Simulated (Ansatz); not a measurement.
# Indium, fcc under LDA: structure, energy and stiffness

The plan for indium in the fcc structure: relax it, solve it on a dense k-mesh, switch on spin-orbit coupling, then scale the cell to 7 volumes from 88 to 112 % of the relaxed one and try a fit of the equation of state. The k-meshes are 12×12×12 for the relaxation; 19×19×19 for the dense run; 12×12×12 for spin-orbit coupling; 13×13×13 for the volumes.

This is In in the fcc structure; at room conditions it is tetragonal.

Computed with Ansatz 0.2.0 (DFT LDA (PW92), plane waves (420 eV) with PAW, scalar-relativistic; PBE-made PAW files, unless a step says otherwise).

### 1 The system as given

It takes space group Fm-3m (No. 225, cubic). Conventional cell: a = 4.711 Å, b = 4.711 Å, c = 4.711 Å, α = 90.00°, β = 90.00°, γ = 90.00°. Around In (site symmetry m-3m) lie 12 In at 3.33 Å.

Coordinates:

```xyz
1
Lattice="0.0000 2.3557 2.3557 2.3557 0.0000 2.3557 2.3557 2.3557 0.0000" Properties=species:S:1:pos:R:3 pbc="T T T"
In    0.0000    0.0000    0.0000
```

### 2 Relaxation of the cell

input.yaml reads:

```yaml
crystal:
  lattice:
    - [0.0, 2.3556547913, 2.3556547913]
    - [2.3556547913, 0.0, 2.3556547913]
    - [2.3556547913, 2.3556547913, 0.0]
  atoms:
    - { symbol: In, position: [0.0, 0.0, 0.0] }
hamiltonian:
  xc: lda
  pseudopotentials:
    kind: paw
    azcp:
      In: "pseudopotentials/In.paw.azcp"
basis:
  ecutwfc: 420
  fft_grid_basis: typed
kpoints:
  mp_grid: { grid: [12, 12, 12], shift: [0, 0, 0] }
magnetization:
  spin_polarized: false
scf:
  occupations: { method: fermi_dirac, width: 0.1 }
relax:
  max_steps: 60
  f_tol: 0.01
  cell: {}
```

Log, cut to the lines that bear on the results:

```text
Warning: <dir> the record states the generating functional pbe (its physics header spells it `PBE`), which answers neither for hamiltonian.xc's functional nor for the lda family's — results may be inconsistent (PPs are generated against a specific XC)
Warning: RAYON_NUM_THREADS=2 ignored (pool sized by the plan → 2); use --threads N
[...]
Pseudopotentials: kind: paw
Pseudopotential: In, paw, valence charge 13, recommended cutoff 420 eV (normal), <dir>
Functional definition: SPW92
[...]
Crystal: 1 atoms, lattice volume = 26.144 Å³
Basis set: ecut = 420 eV, 531 PW (Γ)
Bands: 11, of which v1, the nominal top of the filled ones, is band 7 counted from 1 (6 counted from 0)
Symmetry: 48 space group operations
Space group: Fm-3m (ITA 225), of the structure as read, at distance tolerance 3.0e-5 Å
k-points: 72 of 1728
[...]
SCF iter   1: F=—  HF=-5457.159471 eV  |F-HF|=—  |Δ(HF+E_count)|=         —  Δρ=6.97e-3  dr2=7.34e-3  ethr=1.77e-3  ⟨swp⟩=4.9  Hψ=4662  notcnv=0
[...]
relax step   1: F+E_penalty+E_count = -5457.15547115 eV  Δ(F+E_penalty+E_count) = +0.000e0 eV  max|allowed force component| = 0.000e0 eV/Å  Δτ_max = 0.0000 Å  P = -2.611 GPa  Ω = 26.144 Å³  (6 SCF iters, dr2 threshold 1.00e-7 eV, accepted)
[...]
relax step   3: F+E_penalty+E_count = -5457.16925698 eV  Δ(F+E_penalty+E_count) = -9.181e-5 eV  max|allowed force component| = 0.000e0 eV/Å  Δτ_max = 0.0000 Å  P = +0.030 GPa  Ω = 24.566 Å³  energy of the carried Pulay correction = +2.223e-4 eV  (3 SCF iters, dr2 threshold 1.00e-7 eV, accepted)
[...]
relax step   4: F+E_penalty+E_count = -5457.16902741 eV  Δ(F+E_penalty+E_count) = +2.296e-4 eV  max|allowed force component| = 0.000e0 eV/Å  Δτ_max = 0.0000 Å  P = +0.030 GPa  Ω = 24.566 Å³  stress off target by 3.00e-2 GPa  SCF on the basis re-selected at this cell (its energy is not [...]
SCF converged after 5 iterations
Free energy (F): -5457.169027 eV
[...]
E sigma→0 (E₀):  -5457.161191 eV
Entropy (-TS):   -0.015674 eV (-15.674 meV/atom)
Fermi energy:    10.762812 eV
[...]
--- Forces (eV/Å), atoms counted from 1 ---
  atom   1  In    -0.00000000     0.00000000    -0.00000000
[...]
--- Stress (GPa, compression-positive) ---
        0.029986       0.000000       0.000000
        0.000000       0.029986       0.000000
        0.000000       0.000000       0.029986
  P = ⅓ Tr σ = 0.0300 GPa (0.300 kbar)
--- Relaxed structure (3 steps of the walk, 3 accepted, 1 SCFs on fresh bases) ---
  F+E_penalty+E_count = -5457.16902741 eV   max|allowed force component| = 0.000e0 eV/Å   (the final SCF, on the basis selected at the relaxed cell)
  cell:  # Å, volume = 24.5664 Å³
    - [-3.3502071116288505e-33, 2.3072978333155096, 2.3072978333155096]
    - [2.3072978333155096, -5.426571215033804e-33, 2.3072978333155096]
    - [2.3072978333155096, 2.3072978333155096, -2.1018409635694306e-33]
  atoms:
    - { symbol: In, position: [0.0, 0.0, 0.0] }
```

Wall time 3.5 s (2 threads of an Arm CPU, shared host); peak memory 0.29 GiB.

Step by step:

```csv
step,energy change (meV/atom),largest force (eV/Å),pressure (GPa),volume (Å³/atom)
1,0.00,0.0000,-2.61,26.144
2,-13.69,0.0000,-0.22,24.691
3,-13.79,0.0000,0.03,24.566
4,-13.56,0.0000,0.03,24.566
```

Steps that repeat a cell are solved on a basis chosen anew, so their changes of energy are no gain of the relaxation.

Changes in the cell that was computed:

|  | before | after | change |
| --- | --- | --- | --- |
| a (Å) | 3.331 | 3.263 | -2.1 % |
| b (Å) | 3.331 | 3.263 | -2.1 % |
| c (Å) | 3.331 | 3.263 | -2.1 % |
| volume (Å³/atom) | 26.144 | 24.566 | -6.0 % |
| shortest distance (Å) | 3.331 | 3.263 | -2.1 % |
| space group (spins left aside) | Fm-3m | Fm-3m | same |

### 3 Single point on a dense mesh

input.yaml reads:

```yaml
crystal:
  lattice:
    - [0.0, 2.3072978333, 2.3072978333]
    - [2.3072978333, 0.0, 2.3072978333]
    - [2.3072978333, 2.3072978333, 0.0]
  atoms:
    - { symbol: In, position: [0.0, 0.0, 0.0] }
hamiltonian:
  xc: lda
  pseudopotentials:
    kind: paw
    azcp:
      In: "pseudopotentials/In.paw.azcp"
basis:
  ecutwfc: 420
  fft_grid_basis: typed
kpoints:
  mp_grid: { grid: [19, 19, 19], shift: [0, 0, 0] }
magnetization:
  spin_polarized: false
scf:
  occupations: { method: fermi_dirac, width: 0.1 }
```

Log, cut to the lines that bear on the results:

```text
Warning: <dir> the record states the generating functional pbe (its physics header spells it `PBE`), which answers neither for hamiltonian.xc's functional nor for the lda family's — results may be inconsistent (PPs are generated against a specific XC)
Warning: RAYON_NUM_THREADS=2 ignored (pool sized by the plan → 2); use --threads N
[...]
Pseudopotentials: kind: paw
Pseudopotential: In, paw, valence charge 13, recommended cutoff 420 eV (normal), <dir>
Functional definition: SPW92
[...]
Crystal: 1 atoms, lattice volume = 24.566 Å³
Basis set: ecut = 420 eV, 531 PW (Γ)
Bands: 11, of which v1, the nominal top of the filled ones, is band 7 counted from 1 (6 counted from 0)
Symmetry: 48 space group operations
Space group: Fm-3m (ITA 225), of the structure as read, at distance tolerance 2.9e-5 Å
k-points: 220 of 6859
[...]
SCF iter   1: F=—  HF=-5457.173514 eV  |F-HF|=—  |Δ(HF+E_count)|=         —  Δρ=7.63e-3  dr2=7.90e-3  ethr=1.77e-3  ⟨swp⟩=4.9  Hψ=14289  notcnv=0
[...]
SCF iter   6: F=-5457.169557 eV  HF=-5457.169557 eV  |F-HF|=5.86e-10  |Δ(HF+E_count)|=   5.28e-8  Δρ=1.50e-6  dr2=5.24e-10  ethr=7.62e-10  ⟨swp⟩=1.0  Hψ=6830  notcnv=0
[...]
SCF converged after 6 iterations
Free energy (F): -5457.169557 eV
[...]
E sigma→0 (E₀):  -5457.162586 eV
Entropy (-TS):   -0.013942 eV (-13.942 meV/atom)
Fermi energy:    10.813423 eV
[...]
```

It took 2.5 s on 2 threads of an Arm CPU, shared host; peak memory 0.31 GiB.

### 4 A two-component run at the same geometry

Changes to input.yaml since step 3:

```diff
@@ -10,3 +10,3 @@
   pseudopotentials:
-    kind: paw
+    kind: paw_fr
     azcp:
@@ -17,5 +17,6 @@
 kpoints:
-  mp_grid: { grid: [19, 19, 19], shift: [0, 0, 0] }
+  mp_grid: { grid: [12, 12, 12], shift: [0, 0, 0] }
 magnetization:
-  spin_polarized: false
+  noncollinear: true
+  spin_orbit: true
 scf:
```

Log, cut to the lines that bear on the results:

```text
Warning: <dir> the record states the generating functional pbe (its physics header spells it `PBE`), which answers neither for hamiltonian.xc's functional nor for the lda family's — results may be inconsistent (PPs are generated against a specific XC)
Warning: RAYON_NUM_THREADS=2 ignored (pool sized by the plan → 2); use --threads N
[...]
Pseudopotentials: kind: paw_fr
Pseudopotential: In, paw_fr, valence charge 13, recommended cutoff 420 eV (normal), <dir>
Functional definition: SPW92
[...]
non-collinear run that drives no moment, with spin-orbit: no starting moment large enough to seed its density (crystal.atoms[].spin), no starting occupations that ask for one, no magnetisation constraint and no magnetic field, so the semilocal B_xc is pinned to zero
Crystal: 1 atoms, lattice volume = 24.566 Å³
Basis set: ecut = 420 eV, 531 PW (Γ)
Bands: 22, of which v1, the nominal top of the filled ones, is band 13 counted from 1 (12 counted from 0)
Symmetry: 48 space group operations + 48 with time reversal
Magnetic group: BNS 225.117 (UNI 1619), of the structure as read, at distance tolerance 2.9e-5 Å
k-points: 72 of 1728
Projection manifold: j_resolved (fully-relativistic pseudo-atomic orbitals)
[...]
SCF iter   1: F=—  HF=-5459.063888 eV  |F-HF|=—  |Δ(HF+E_count)|=         —  Δρ=1.83e-2  dr2=1.08e-1  dr2_m=0.00e0 (ungated)  ethr=3.10e-3  |M|=0.00e0 ∫|m|=0.00e0 μB  |m|>n=0.0e0 m-floor=0.0e0 τ_xc=0.0e0  β_m=0.30  ⟨swp⟩=10.2  Hψ=5499  notcnv=0  defer=14
[...]
SCF iter   7: F=-5459.011552 eV  HF=-5459.011552 eV  |F-HF|=5.55e-11  |Δ(HF+E_count)|=  2.23e-10  Δρ=5.73e-7  dr2=6.05e-11  dr2_m=0.00e0 (ungated)  ethr=1.83e-11  |M|=0.00e0 ∫|m|=0.00e0 μB  |m|>n=0.0e0 m-floor=0.0e0 τ_xc=0.0e0  ⟨swp⟩=1.0  Hψ=2241  notcnv=0
[...]
SCF converged after 7 iterations
Magnetization: |M| = 0.0000 μB,  M = (+0.0000, +0.0000, +0.0000) μB
Absolute magnetization: 0.0000 μB (∫|m|)
  site 0: m = (+0.0000, +0.0000, +0.0000) μB, |m| = 0.0000 μB  (R = 1.35 Å)
Free energy (F): -5459.011552 eV
[...]
E sigma→0 (E₀):  -5459.003954 eV
Entropy (-TS):   -0.015195 eV (-15.195 meV/atom)
Fermi energy:    10.751370 eV
[...]
```

It took 4.7 s on 2 threads of an Arm CPU, shared host; peak memory 0.36 GiB.

With and without spin-orbit coupling:

```csv
,scalar-relativistic,with spin-orbit coupling
k-mesh,19×19×19,12×12×12
gap on the mesh,none (levels filled in part),none (levels filled in part)
```

The meshes differ, so small differences between the columns need not come from spin-orbit coupling.

### 5 Equation of state: 88 %

input.yaml reads:

```yaml
crystal:
  lattice:
    - [0.0, 2.2110465309, 2.2110465309]
    - [2.2110465309, 0.0, 2.2110465309]
    - [2.2110465309, 2.2110465309, 0.0]
  atoms:
    - { symbol: In, position: [0.0, 0.0, 0.0] }
hamiltonian:
  xc: lda
  pseudopotentials:
    kind: paw
    azcp:
      In: "pseudopotentials/In.paw.azcp"
basis:
  ecutwfc: 420
  fft_grid_basis: typed
kpoints:
  mp_grid: { grid: [13, 13, 13], shift: [0, 0, 0] }
magnetization:
  spin_polarized: false
scf:
  occupations: { method: fermi_dirac, width: 0.1 }
  lower_state_search: "off"
output:
  stress: true
```

Log, cut to the lines that bear on the results:

```text
Warning: <dir> the record states the generating functional pbe (its physics header spells it `PBE`), which answers neither for hamiltonian.xc's functional nor for the lda family's — results may be inconsistent (PPs are generated against a specific XC)
Warning: RAYON_NUM_THREADS=2 ignored (pool sized by the plan → 2); use --threads N
[...]
Pseudopotentials: kind: paw
Pseudopotential: In, paw, valence charge 13, recommended cutoff 420 eV (normal), <dir>
Functional definition: SPW92
[...]
Crystal: 1 atoms, lattice volume = 21.618 Å³
Basis set: ecut = 420 eV, 411 PW (Γ)
Bands: 11, of which v1, the nominal top of the filled ones, is band 7 counted from 1 (6 counted from 0)
Symmetry: 48 space group operations
Space group: Fm-3m (ITA 225), of the structure as read, at distance tolerance 2.8e-5 Å
k-points: 84 of 2197
[...]
SCF iter   1: F=—  HF=-5457.097059 eV  |F-HF|=—  |Δ(HF+E_count)|=         —  Δρ=8.95e-3  dr2=8.61e-3  ethr=1.77e-3  ⟨swp⟩=4.9  Hψ=5462  notcnv=0
[...]
SCF iter   6: F=-5457.093425 eV  HF=-5457.093425 eV  |F-HF|=6.93e-10  |Δ(HF+E_count)|=   1.22e-8  Δρ=2.12e-6  dr2=7.58e-10  ethr=2.20e-10  ⟨swp⟩=2.6  Hψ=3010  notcnv=0
[...]
SCF converged after 6 iterations
Free energy (F): -5457.093425 eV
[...]
E sigma→0 (E₀):  -5457.086833 eV
Entropy (-TS):   -0.013183 eV (-13.183 meV/atom)
Fermi energy:    12.914308 eV
[...]
--- Stress (GPa, compression-positive) ---
        9.088870      -0.000000       0.000000
       -0.000000       9.088870       0.000000
        0.000000       0.000000       9.088870
  P = ⅓ Tr σ = 9.0889 GPa (90.889 kbar)
```

Run time: 1.2 s. Hardware: 2 threads of an Arm CPU, shared host; peak memory 0.27 GiB.

### 6 Equation of state: 92 %

Changes to input.yaml since step 5:

```diff
@@ -2,5 +2,5 @@
   lattice:
-    - [0.0, 2.2110465309, 2.2110465309]
-    - [2.2110465309, 0.0, 2.2110465309]
-    - [2.2110465309, 2.2110465309, 0.0]
+    - [0.0, 2.2440520914, 2.2440520914]
+    - [2.2440520914, 0.0, 2.2440520914]
+    - [2.2440520914, 2.2440520914, 0.0]
   atoms:
```

Log, cut to the lines that bear on the results:

```text
Warning: <dir> the record states the generating functional pbe (its physics header spells it `PBE`), which answers neither for hamiltonian.xc's functional nor for the lda family's — results may be inconsistent (PPs are generated against a specific XC)
Warning: RAYON_NUM_THREADS=2 ignored (pool sized by the plan → 2); use --threads N
[...]
Pseudopotentials: kind: paw
Pseudopotential: In, paw, valence charge 13, recommended cutoff 420 eV (normal), <dir>
Functional definition: SPW92
[...]
Crystal: 1 atoms, lattice volume = 22.601 Å³
Basis set: ecut = 420 eV, 459 PW (Γ)
Bands: 11, of which v1, the nominal top of the filled ones, is band 7 counted from 1 (6 counted from 0)
Symmetry: 48 space group operations
Space group: Fm-3m (ITA 225), of the structure as read, at distance tolerance 2.8e-5 Å
k-points: 84 of 2197
[...]
SCF iter   1: F=—  HF=-5457.141038 eV  |F-HF|=—  |Δ(HF+E_count)|=         —  Δρ=8.39e-3  dr2=8.20e-3  ethr=1.77e-3  ⟨swp⟩=4.9  Hψ=5452  notcnv=0
[...]
SCF iter   6: F=-5457.137249 eV  HF=-5457.137249 eV  |F-HF|=2.89e-9  |Δ(HF+E_count)|=   7.64e-8  Δρ=4.06e-6  dr2=2.51e-9  ethr=7.69e-10  ⟨swp⟩=4.3  Hψ=2770  notcnv=0
[...]
SCF converged after 6 iterations
Free energy (F): -5457.137249 eV
[...]
E sigma→0 (E₀):  -5457.130813 eV
Entropy (-TS):   -0.012873 eV (-12.873 meV/atom)
Fermi energy:    12.164659 eV
[...]
--- Stress (GPa, compression-positive) ---
        5.353150       0.000000      -0.000000
       -0.000000       5.353150      -0.000000
       -0.000000      -0.000000       5.353150
  P = ⅓ Tr σ = 5.3532 GPa (53.532 kbar)
```

Wall time 1.2 s (2 threads of an Arm CPU, shared host); peak memory 0.27 GiB.

### 7 Equation of state: 96 %

Changes to input.yaml since step 6:

```diff
@@ -2,5 +2,5 @@
   lattice:
-    - [0.0, 2.2440520914, 2.2440520914]
-    - [2.2440520914, 0.0, 2.2440520914]
-    - [2.2440520914, 2.2440520914, 0.0]
+    - [0.0, 2.2761143102, 2.2761143102]
+    - [2.2761143102, 0.0, 2.2761143102]
+    - [2.2761143102, 2.2761143102, 0.0]
   atoms:
```

Log, cut to the lines that bear on the results:

```text
Warning: <dir> the record states the generating functional pbe (its physics header spells it `PBE`), which answers neither for hamiltonian.xc's functional nor for the lda family's — results may be inconsistent (PPs are generated against a specific XC)
Warning: RAYON_NUM_THREADS=2 ignored (pool sized by the plan → 2); use --threads N
[...]
Pseudopotentials: kind: paw
Pseudopotential: In, paw, valence charge 13, recommended cutoff 420 eV (normal), <dir>
Functional definition: SPW92
[...]
Crystal: 1 atoms, lattice volume = 23.584 Å³
Basis set: ecut = 420 eV, 459 PW (Γ)
Bands: 11, of which v1, the nominal top of the filled ones, is band 7 counted from 1 (6 counted from 0)
Symmetry: 48 space group operations
Space group: Fm-3m (ITA 225), of the structure as read, at distance tolerance 2.9e-5 Å
k-points: 84 of 2197
[...]
SCF iter   1: F=—  HF=-5457.164669 eV  |F-HF|=—  |Δ(HF+E_count)|=         —  Δρ=7.94e-3  dr2=7.96e-3  ethr=1.77e-3  ⟨swp⟩=4.9  Hψ=5443  notcnv=0
[...]
SCF iter   6: F=-5457.160752 eV  HF=-5457.160753 eV  |F-HF|=3.88e-9  |Δ(HF+E_count)|=   7.91e-8  Δρ=4.77e-6  dr2=3.42e-9  ethr=7.69e-10  ⟨swp⟩=4.2  Hψ=2750  notcnv=0
[...]
SCF converged after 6 iterations
Free energy (F): -5457.160752 eV
[...]
E sigma→0 (E₀):  -5457.154320 eV
Entropy (-TS):   -0.012865 eV (-12.865 meV/atom)
Fermi energy:    11.478214 eV
[...]
--- Stress (GPa, compression-positive) ---
        2.428483       0.000000       0.000000
        0.000000       2.428483       0.000000
        0.000000      -0.000000       2.428483
  P = ⅓ Tr σ = 2.4285 GPa (24.285 kbar)
```

Run time: 1.2 s. Hardware: 2 threads of an Arm CPU, shared host; peak memory 0.27 GiB.

### 8 Equation of state: 100 %

Changes to input.yaml since step 7:

```diff
@@ -2,5 +2,5 @@
   lattice:
-    - [0.0, 2.2761143102, 2.2761143102]
-    - [2.2761143102, 0.0, 2.2761143102]
-    - [2.2761143102, 2.2761143102, 0.0]
+    - [0.0, 2.3072978333, 2.3072978333]
+    - [2.3072978333, 0.0, 2.3072978333]
+    - [2.3072978333, 2.3072978333, 0.0]
   atoms:
```

Log, cut to the lines that bear on the results:

```text
Warning: <dir> the record states the generating functional pbe (its physics header spells it `PBE`), which answers neither for hamiltonian.xc's functional nor for the lda family's — results may be inconsistent (PPs are generated against a specific XC)
Warning: RAYON_NUM_THREADS=2 ignored (pool sized by the plan → 2); use --threads N
[...]
Pseudopotentials: kind: paw
Pseudopotential: In, paw, valence charge 13, recommended cutoff 420 eV (normal), <dir>
Functional definition: SPW92
[...]
Crystal: 1 atoms, lattice volume = 24.566 Å³
Basis set: ecut = 420 eV, 531 PW (Γ)
Bands: 11, of which v1, the nominal top of the filled ones, is band 7 counted from 1 (6 counted from 0)
Symmetry: 48 space group operations
Space group: Fm-3m (ITA 225), of the structure as read, at distance tolerance 2.9e-5 Å
k-points: 84 of 2197
[...]
SCF iter   1: F=—  HF=-5457.172302 eV  |F-HF|=—  |Δ(HF+E_count)|=         —  Δρ=7.65e-3  dr2=7.93e-3  ethr=1.77e-3  ⟨swp⟩=4.9  Hψ=5434  notcnv=0
[...]
SCF iter   6: F=-5457.168339 eV  HF=-5457.168339 eV  |F-HF|=9.28e-10  |Δ(HF+E_count)|=   8.65e-8  Δρ=1.92e-6  dr2=8.20e-10  ethr=7.69e-10  ⟨swp⟩=4.0  Hψ=2744  notcnv=0
[...]
SCF converged after 6 iterations
Free energy (F): -5457.168339 eV
[...]
E sigma→0 (E₀):  -5457.161750 eV
Entropy (-TS):   -0.013178 eV (-13.178 meV/atom)
Fermi energy:    10.845156 eV
[...]
--- Stress (GPa, compression-positive) ---
        0.137404       0.000000      -0.000000
        0.000000       0.137404      -0.000000
       -0.000000      -0.000000       0.137404
  P = ⅓ Tr σ = 0.1374 GPa (1.374 kbar)
```

Run time: 1.2 s. Hardware: 2 threads of an Arm CPU, shared host; peak memory 0.28 GiB.

[end of part 1 of 2]
